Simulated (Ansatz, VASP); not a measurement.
## ZnSe: VASP beside Ansatz

```xyz
2
Lattice="0.0000 2.4980 2.4980 2.4980 0.0000 2.4980 2.4980 2.4980 0.0000" Properties=species:S:1:pos:R:3 pbc="T T T"
Zn    0.0000    0.0000    0.0000
Se    2.4980    2.4980    2.4980
```

Change from the starting cell: volume scaled by 0.88, PAW files.

Alike in both runs: task single point; functional LDA; k mesh 13 × 13 × 13; occupations fermi-dirac, width 0.1 eV; no spin polarisation.

```csv
,VASP,Ansatz
version,VASP 6.6.1,Ansatz 0.2.0
potentials or method,"VASP PAW LDA potentials, release 64 (Zn, Se)","PAW with Ansatz's default frozen-core files, scalar-relativistic"
plane-wave cutoff (eV),520,420
valence electrons in the cell,18,28
```

Ansatz gave:

- pressure (GPa): 15.4

Estimate VASP's values.

pressure (GPa): 16.3.

The two sets of potentials don't hold the same shells in valence.

Caveats: so large a pressure means that the cell lies far from this level's equilibrium, or that cutoff or potentials fall short (VASP).
